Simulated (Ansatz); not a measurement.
# Cu (Cmcm) in Ansatz: further runs

One crystal, Cu, is run at these levels: r2SCAN; tasks: single point, equation of state.

All numbers are computed with Ansatz 0.2.0; they aren't measurements. Logs are shortened: lines on timing, memory, paths and dates and some standing lists are left out, and cuts for length are marked.

## 1. Starting point

The structure is orthorhombic, space group Cmcm (No. 63). Conventional cell: a = 2.437 Å, b = 7.953 Å, c = 2.475 Å, α = 90.00°, β = 90.00°, γ = 90.00°. Around Cu (site symmetry m2m) lie 10 Cu at 2.44 to 2.54 Å.

This isn't the form of Cu at room conditions, which is fcc.

## 2. Single point, r2SCAN, 11.27 Å³/atom (volume scaled by 0.94)

input.yaml

```yaml
crystal:
  lattice:
    - [1.1935901047, -3.895204662, 0.0]
    - [1.1935901047, 3.895204662, 0.0]
    - [0.0, 0.0, 2.424961027]
  atoms:
    - { symbol: Cu, position: [0.86613335, 0.13386665, 0.75] }
    - { symbol: Cu, position: [0.13386665, 0.86613335, 0.25] }
hamiltonian:
  xc: r2scan
  pseudopotentials: { kind: paw }
kpoints:
  mp_grid: { grid: [11, 11, 11] }
scf:
  occupations: { method: fermi_dirac, width: 0.05 }
output:
  forces: true
  stress: true
  eigenvalues: true
```

Potentials or basis: Ansatz PAW.

The run is started by

```console
ansatz run input.yaml --threads 2 --pin off --max-ram 5632MiB --backend cpu --events-out ev --progress --plain --runs-dir out
```

Output:

```text
Warning: RAYON_NUM_THREADS=2 ignored (pool sized by the plan → 2); use --threads N
Engine: ansatz 0.2.0, x86_64-unknown-linux-gnu
Pseudopotentials: kind: paw
Pseudopotential: Cu, paw, valence charge 19, recommended cutoff 500 eV (meta_gga), Cu.paw.azcp
Functional definition: r2SCAN
  parameter k0 = 0.174
  parameter k1 = 0.065
  parameter a1 = 4.9479
  exchange = r2scan_x(k0 = k0, k1 = k1, a1 = a1)
  correlation = r2scan_c
Crystal: 2 atoms, lattice volume = 22.549 Å³
Basis set: ecut = 500 eV, 595 PW (Γ), exchange–correlation on 120×120×72 points (64 copies of the dense FFT grid, shifted against one another)
Bands: 23, of which v1, the nominal top of the filled ones, is band 19 counted from 1 (18 counted from 0)
Symmetry: 8 space group operations
Space group: Cmcm (ITA 63), of the structure as read, at distance tolerance 2.8e-5 Å
k-points: 216 of 1331
Non-local potential: Cu, projectors of the file, l = 0: 3, l = 1: 2, l = 2: 3, l = 3: 1
PAW form: soft (Blöchl's): semilocal exchange-correlation on the pseudo side does not see the compensation charge
PAW frozen core: Cu, regenerated for the run's functional (the file was generated under x = pbe(κ = 0.804, μ = 0.2195149727645171), c = pbe(β = 0.06672455060314922))
PAW one-centre angular grid: Cu, 590 points (default); XC on 160 Gauss nodes
Initial density: superposition of atomic densities (neutral atoms: chi_scale 0, normalization atom), corrected by the library's trained network
Initial wavefunctions: pseudopotential atomic-orbital guess
Functional: x = r2scan, c = r2scan; τ floored in thin density (d = 2e-4 eV/Å³)
SCF iter   1: F=—  HF=-13262.156161 eV  |F-HF|=—  |Δ(HF+E_count)|=         —  Δρ=4.01e-2  dr2=1.98e-1  dr2_τ=1.57e-3  ethr=1.77e-3  ⟨swp⟩=5.6  Hψ=18824  notcnv=0
preconditioner: auto → none  [metal: Δε(μ)=0.051 eV  Ē_g=11.705 eV  σ=0.050 eV  W_gap=0.25  n_scr=8 (ndim 8)  ℏωp=36.7 eV  f_vac=0.000  D(μ)=0.42/eV (n_scr^D=2)  sad-step TF]
SCF iter   2: F=—  HF=-13262.135707 eV  |F-HF|=—  |Δ(HF+E_count)|=   2.05e-2  Δρ=9.36e-3  dr2=6.34e-3  dr2_τ=2.35e-3  ethr=5.22e-4  ⟨swp⟩=2.3  Hψ=9825  notcnv=0  defer=17
SCF iter   3: F=—  HF=-13262.124519 eV  |F-HF|=—  |Δ(HF+E_count)|=   1.12e-2  Δρ=6.45e-3  dr2=6.37e-3  dr2_τ=4.87e-5  ethr=1.67e-5  ⟨swp⟩=2.0  Hψ=9902  notcnv=0  defer=17
SCF iter   4: F=—  HF=-13262.122744 eV  |F-HF|=—  |Δ(HF+E_count)|=   1.78e-3  Δρ=8.20e-4  dr2=1.42e-4  dr2_τ=8.84e-6  ethr=1.67e-5  ⟨swp⟩=2.0  Hψ=6481  notcnv=0  defer=17
SCF iter   5: F=—  HF=-13262.122769 eV  |F-HF|=—  |Δ(HF+E_count)|=   2.55e-5  Δρ=8.59e-4  dr2=7.27e-5  dr2_τ=6.89e-7  ethr=3.73e-7  ⟨swp⟩=2.0  Hψ=7523  notcnv=0  defer=17
SCF iter   6: F=—  HF=-13262.122810 eV  |F-HF|=—  |Δ(HF+E_count)|=   4.10e-5  Δρ=1.00e-4  dr2=7.79e-7  dr2_τ=3.57e-8  ethr=1.91e-7  ⟨swp⟩=2.0  Hψ=7242  notcnv=0  defer=17
SCF iter   7: F=-13262.122812 eV  HF=-13262.122812 eV  |F-HF|=7.12e-8  |Δ(HF+E_count)|=   1.91e-6  Δρ=1.74e-5  dr2=3.14e-8  dr2_τ=1.18e-9  ethr=2.63e-10  ⟨swp⟩=6.4  Hψ=23675  notcnv=0
SCF 1 converged in 7 iterations: F = -13262.122812 eV  dr2 = 3.14e-8
SCF converged after 7 iterations
Free energy (F): -13262.122812 eV
Harris-Foulkes:  -13262.122812 eV  (|F-HF|=7.12e-8)
Internal energy: -13262.119324 eV  (E = F + TS)
E sigma→0 (E₀):  -13262.121068 eV
Entropy (-TS):   -0.003488 eV (-1.744 meV/atom)
Fermi energy:    17.615364 eV
--- Per-component energies (eV) ---
  E_band       = -740.517126
  E_kinetic    = 601.800918
  E_local      = -8059.632953  (includes V_loc(G=0)·N_el)
  E_nonlocal   = 791.376188
  E_hartree    = 3570.589251
  E_xc         = -168.472105
  E_vxc        = -250.716966  (∫ρ·V_xc dr)
  E_paw        = -3356.494468  (= ΣΔE_a)
  E_vpaw       = -982.623648  (= ΣTr[D̂ρ^β])
  E_aug_tail   = 0.000294  (compensation charges beyond the density's cutoff)
  E_vtau       = 18.102516  (kinetic-family band-sum trace: ∫τ·v_τ [+ j·A + Jᵃ·Aᵃ] dr)
  E_ewald      = -6640.684234
  E_core_change = -0.602216  (= ΣΔE_core)
  E_smearing   = -0.003488  (= −TS)
  E_closure    = 0.000000  (closes the sum)
  Σ components = -13262.122812   (vs F -13262.122812, Δ=0.00e0)
--- Forces (eV/Å), atoms counted from 1 ---
  atom   1  Cu     0.00000000    -0.10259115     0.00000000
  atom   2  Cu    -0.00000000     0.10259115    -0.00000000
  max |Σ_I F_I| component: 5.55e-17 eV/Å
--- Stress (GPa, compression-positive) ---
       10.419233      -0.000000      -0.000000
       -0.000000      10.605264       0.000000
       -0.000000       0.000000      11.791686
  P = ⅓ Tr σ = 10.9387 GPa (109.387 kbar)
--- Band table (eV; the first three rows and the last of 216) ---
  k-point 0: bands = ["-99.0158", "-98.9912", "-54.9212", "-54.8039", "-54.7609", "-54.7562", "-54.7527", "-54.7354", "7.5005", "12.0785", "12.9475", "13.4898", "14.2830", "14.5664", "15.0349", "15.3815", "15.5885", "15.7442", "16.0625", "17.3920", "23.0067", "33.5862", "37.5135"]
  k-point 1: bands = ["-99.0145", "-98.9909", "-54.9172", "-54.8115", "-54.7657", "-54.7634", "-54.7517", "-54.7351", "7.7341", "12.2158", "12.9769", "13.5172", "14.2261", "14.6153", "15.0128", "15.2849", "15.5160", "15.6355", "15.7219", "18.1962", "23.0798", "31.2445", "37.7995"]
  k-point 2: bands = ["-99.0109", "-98.9903", "-54.9057", "-54.8314", "-54.7912", "-54.7707", "-54.7489", "-54.7344", "8.4184", "12.5758", "13.0522", "13.5495", "14.0853", "14.6127", "14.9377", "15.0320", "15.0931", "15.6820", "15.6951", "19.6399", "23.3117", "27.6642", "37.0633"]
  k-point 215: bands = ["-98.9942", "-98.9935", "-54.9214", "-54.9196", "-54.7964", "-54.7937", "-54.7384", "-54.7335", "11.9635", "12.0709", "13.5347", "13.6952", "14.8650", "14.8849", "15.3528", "15.5091", "15.5119", "15.9215", "16.0133", "16.7830", "21.9303", "22.4017", "36.0204"]
```

Wall time 14 s (2 threads of Intel Xeon at 2.50GHz (Skylake/Cascade Lake), shared host); peak memory 0.48 GiB.

Results:

- Free energy: -13262.1228 eV
- Pressure: 10.9 GPa
- Largest force: 0.103 eV/Å
- Band gap on the k mesh: none (metal or under the smearing width)

Caveat: the PAW data sets come from PBE, with cores solved anew for the run's functional, which leaves a small shift of forces and pressure.

## 3. Single point, r2SCAN, 11.51 Å³/atom (volume scaled by 0.96)

Changes to input.yaml since step 2:

```diff
@@ -2,5 +2,5 @@
   lattice:
-    - [1.1935901047, -3.895204662, 0.0]
-    - [1.1935901047, 3.895204662, 0.0]
-    - [0.0, 0.0, 2.424961027]
+    - [1.2019959458, -3.9226365845, 0.0]
+    - [1.2019959458, 3.9226365845, 0.0]
+    - [0.0, 0.0, 2.44203878]
   atoms:
@@ -19 +19,5 @@
   eigenvalues: true
+  write_density: true
+  write_potential: true
+  elf: true
+  volumetric_format: npy
```

Potentials or basis: Ansatz PAW.

The run is started by

```console
ansatz run input.yaml --threads 2 --pin off --max-ram 5632MiB --backend cpu --events-out ev --progress --plain --runs-dir out
```

It took 18 s on 2 threads of Intel Xeon at 2.50GHz (Skylake/Cascade Lake), shared host; peak memory 0.49 GiB.

The run converged. Its results:

```yaml
Free_energy: -13262.1494 eV
Pressure: 6.9 GPa
Largest_force: 0.069 eV/Å
Band_gap_on_the_k_mesh: none (metal or under the smearing width)
```

Caveat: the PAW data sets come from PBE, with cores solved anew for the run's functional, which leaves a small shift of forces and pressure.

## 4. Single point, r2SCAN, 11.75 Å³/atom (volume scaled by 0.98)

input.yaml

```yaml
crystal:
  lattice:
    - [1.2102858349, -3.9496901055, 0.0]
    - [1.2102858349, 3.9496901055, 0.0]
    - [0.0, 0.0, 2.458880959]
  atoms:
    - { symbol: Cu, position: [0.86613335, 0.13386665, 0.75] }
    - { symbol: Cu, position: [0.13386665, 0.86613335, 0.25] }
hamiltonian:
  xc: r2scan
  pseudopotentials: { kind: paw }
kpoints:
  mp_grid: { grid: [11, 11, 11] }
scf:
  occupations: { method: fermi_dirac, width: 0.05 }
output:
  forces: true
  stress: true
  eigenvalues: true
```

The run is started by

```console
ansatz run input.yaml --threads 2 --pin off --max-ram 5632MiB --backend cpu --events-out ev --progress --plain --runs-dir out
```

It took 14 s on 2 threads of Intel Xeon at 2.50GHz (Skylake/Cascade Lake), shared host; peak memory 0.49 GiB.

The run converged. Its results:

- Free energy: -13262.1647 eV
- Pressure: 3.4 GPa
- Largest force: 0.038 eV/Å
- Band gap on the k mesh: none (metal or under the smearing width)

Caveat: the PAW data sets come from PBE, with cores solved anew for the run's functional, which leaves a small shift of forces and pressure.

## 5. Single point, r2SCAN, 11.99 Å³/atom

Changes to input.yaml since step 4:

```diff
@@ -2,5 +2,5 @@
   lattice:
-    - [1.2102858349, -3.9496901055, 0.0]
-    - [1.2102858349, 3.9496901055, 0.0]
-    - [0.0, 0.0, 2.458880959]
+    - [1.21846369, -3.9763780104, 0.0]
+    - [1.21846369, 3.9763780104, 0.0]
+    - [0.0, 0.0, 2.4754955235]
   atoms:
```

The run is started by

```console
ansatz run input.yaml --threads 2 --pin off --max-ram 5632MiB --backend cpu --events-out ev --progress --plain --runs-dir out
```

Run time: 14 s. Hardware: 2 threads of Intel Xeon at 2.50GHz (Skylake/Cascade Lake), shared host; peak memory 0.51 GiB.

The run converged. Its results:

```yaml
Free_energy: -13262.1700 eV
Pressure: 0.2 GPa
Largest_force: 0.010 eV/Å
Band_gap_on_the_k_mesh: none (metal or under the smearing width)
```

Caveat: the PAW data sets come from PBE, with cores solved anew for the run's functional, which leaves a small shift of forces and pressure.

## 6. Single point, r2SCAN, 12.23 Å³/atom (volume scaled by 1.02)

Changes to input.yaml since step 5:

```diff
@@ -2,5 +2,5 @@
   lattice:
-    - [1.21846369, -3.9763780104, 0.0]
-    - [1.21846369, 3.9763780104, 0.0]
-    - [0.0, 0.0, 2.4754955235]
+    - [1.2265332211, -4.0027124071, 0.0]
+    - [1.2265332211, 4.0027124071, 0.0]
+    - [0.0, 0.0, 2.4918900114]
   atoms:
```

Potentials or basis: Ansatz PAW.

The run is started by

```console
ansatz run input.yaml --threads 2 --pin off --max-ram 5632MiB --backend cpu --events-out ev --progress --plain --runs-dir out
```

Run time: 14 s. Hardware: 2 threads of Intel Xeon at 2.50GHz (Skylake/Cascade Lake), shared host; peak memory 0.51 GiB.

Results (log left out):

```yaml
Free_energy: -13262.1664 eV
Pressure: -2.6 GPa
Largest_force: 0.016 eV/Å
Band_gap_on_the_k_mesh: none (metal or under the smearing width)
```

Caveat: the PAW data sets come from PBE, with cores solved anew for the run's functional, which leaves a small shift of forces and pressure.

## 7. Single point, r2SCAN, 12.47 Å³/atom (volume scaled by 1.04)

Changes to input.yaml since step 6:

```diff
@@ -2,5 +2,5 @@
   lattice:
-    - [1.2265332211, -4.0027124071, 0.0]
-    - [1.2265332211, 4.0027124071, 0.0]
-    - [0.0, 0.0, 2.4918900114]
+    - [1.2344979457, -4.0287047744, 0.0]
+    - [1.2344979457, 4.0287047744, 0.0]
+    - [0.0, 0.0, 2.5080715687]
   atoms:
```

The run is started by

```console
ansatz run input.yaml --threads 2 --pin off --max-ram 5632MiB --backend cpu --events-out ev --progress --plain --runs-dir out
```

Wall time 15 s (2 threads of Intel Xeon at 2.50GHz (Skylake/Cascade Lake), shared host); peak memory 0.51 GiB.

It converged, with:

* Free energy: -13262.1549 eV
* Pressure: -5.0 GPa
* Largest force: 0.040 eV/Å
* Band gap on the k mesh: none (metal or under the smearing width)

Caveat: the PAW data sets come from PBE, with cores solved anew for the run's functional, which leaves a small shift of forces and pressure.

## 8. Single point, r2SCAN, 12.71 Å³/atom (volume scaled by 1.06)

Changes to input.yaml since step 7:

```diff
@@ -2,5 +2,5 @@
   lattice:
-    - [1.2344979457, -4.0287047744, 0.0]
-    - [1.2344979457, 4.0287047744, 0.0]
-    - [0.0, 0.0, 2.5080715687]
+    - [1.242361202, -4.0543660062, 0.0]
+    - [1.242361202, 4.0543660062, 0.0]
+    - [0.0, 0.0, 2.5240469776]
   atoms:
```

The run is started by

```console
ansatz run input.yaml --threads 2 --pin off --max-ram 5632MiB --backend cpu --events-out ev --progress --plain --runs-dir out
```

Run time: 15 s. Hardware: 2 threads of Intel Xeon at 2.50GHz (Skylake/Cascade Lake), shared host; peak memory 0.51 GiB.

It converged, with:

```yaml
Free_energy: -13262.1365 eV
Pressure: -7.2 GPa
Largest_force: 0.062 eV/Å
Band_gap_on_the_k_mesh: none (metal or under the smearing width)
```

Caveat: the PAW data sets come from PBE, with cores solved anew for the run's functional, which leaves a small shift of forces and pressure.

## 9. Equation of state, r2SCAN

Potentials or basis: Ansatz PAW.

This step only gathers the single runs of the series.

What came out:

```yaml
Equilibrium_volume: 12.01 Å³/atom
Bulk_modulus_at_fixed_shape_and_positions: 147 GPa
Pressure_derivative_of_the_bulk_modulus: 5.1
```

Energy against volume, from the lowest point:
| volume (Å³/atom) | energy (meV/atom) |
| --- | --- |
| 11.274 | 23.60 |
| 11.514 | 10.29 |
| 11.754 | 2.64 |
| 11.994 | 0.00 |
| 12.234 | 1.81 |
| 12.474 | 7.55 |
| 12.714 | 16.77 |

Caveat: the cell was scaled at fixed shape and fractional positions, which overstates the stiffness of a crystal with free parameters, most of all of layers and chains; the PAW data sets were made with another functional, which shifts forces and pressure a little.
